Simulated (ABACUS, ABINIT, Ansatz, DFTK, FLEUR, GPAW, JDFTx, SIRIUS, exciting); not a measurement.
Ag: 9 runs at one level of theory

```
Ag
1.0
    -0.00622    2.03863    2.06720
     2.01497    0.04695    2.01403
     2.08560    2.05608   -0.02368
Ag
1
Direct
  0.00221 0.02855 0.98957
```

The given cell was strained at random by a few per cent at fixed volume.

Alike in all runs: task single point; functional PBEsol; k mesh 11 × 11 × 11; occupations fermi-dirac, width 0.05 eV; no spin polarisation; no spin-orbit coupling. Pressure is positive in compression and, in plane waves, holds the error of the finite cutoff.

```csv
program and potentials,plane-wave cutoff (eV),notes,pressure (GPa),energy over the undisturbed cell (meV/atom)
"SIRIUS, PseudoDojo 0.4.1 PBEsol standard (scalar relativistic)",1127,19 valence electrons an atom on average,-2.62,-
"JDFTx, PseudoDojo-SR-PBEsol-0.4.1-standard with smoothed tails",1116,19 valence electrons an atom on average,-2.68,6.08
"ABACUS, PseudoDojo NC SR 0.4.1 PBEsol standard, plane waves",1116,19 valence electrons an atom on average,-2.68,6.12
"GPAW, PAW data sets generated for this functional",600,17 valence electrons an atom on average,-2.46,6.11
"DFTK, PseudoDojo SR PBEsol 0.4.1 standard (PBEsol)",1116,19 valence electrons an atom on average,-2.68,-
"exciting, all-electron LAPW+lo, shipped species files, valence relativity iora*",-,-,-,6.40
"ABINIT, PseudoDojo NC SR PBEsol v0.4.1 standard",1116,19 valence electrons an atom on average,-2.68,6.12
"FLEUR, all-electron, FLAPW",-,-,-,?
"Ansatz, all-electron LAPW, scalar-relativistic",-,-,-2.51,-
```

Task: Estimate from the other rows what the run with FLEUR, all-electron, FLAPW gave.

Result: Energy over the undisturbed cell 6.16 meV/atom. The other rows, which needn't bracket it: pressure -2.68 to -2.46; energy over the undisturbed cell 6.08 to 6.40.
